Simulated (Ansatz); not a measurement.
AlN under changes of volume

One of the cells (10.451 Å³/atom); the others are scaled copies at fixed shape and fractional positions:

```
CELL_PARAMETERS angstrom
3.11300 0.00000 0.00000
-1.55650 2.69594 0.00000
0.00000 0.00000 4.98100
ATOMIC_POSITIONS crystal
Al 0.66667 0.33333 0.50000
Al 0.33333 0.66667 0.00000
N 0.66667 0.33333 0.88000
N 0.33333 0.66667 0.38000
```

| Item | Value |
| --- | --- |
| Program | Ansatz 0.2.0 |
| Functional | PBE |
| Potentials or basis | all-electron LAPW, scalar-relativistic |
| Cutoff | 377 eV (chosen from the basis error) |
| Basis error allowed | 0.001 eV/atom |
| k mesh | 10 × 10 × 6 |
| Occupations | fermi-dirac, width 0.05 eV |
| Spin | no spin polarisation |

```tsv
volume (Å³/atom)	energy over the lowest point (meV/atom)	pressure (GPa)	gap on the mesh (eV)	largest force (eV/Å)
9.824	?	?	?	?
10.033	23.10	12.8	4.58	0.161
10.242	9.62	8.0	4.40	0.144
10.451	2.10	3.6	4.22	0.129
10.660	0.00	-0.3	4.05	0.114
10.869	2.81	-3.9	3.88	0.100
11.078	10.09	-7.2	3.72	0.088
```

Problem. What does the run at 9.824 Å³/atom give?

Solution. Energy over the lowest point 43.18 meV/atom; pressure 18.1 GPa; gap on the mesh 4.77 eV; largest force 0.179 eV/Å.

Worked out: A Birch-Murnaghan fit of order 3 (a polynomial in V^(-2/3)) to the other rows has its minimum at 10.64 Å³/atom with B0 = V·E''(V) = 193 GPa and B' = 3.9 at fixed shape and positions, which overstates the stiffness. It gives 43.16 meV/atom at 9.824 Å³/atom, against the run's 43.18, and -dE/dV = 18.1 GPa, against 18.1. A straight line through the other rows of the gap, of slope -8.7 eV per unit of ln V (its deformation potential), extrapolates to 4.76 eV, against the run's 4.77.

Energies are extrapolated to zero smearing.

A mesh can miss the band edges.
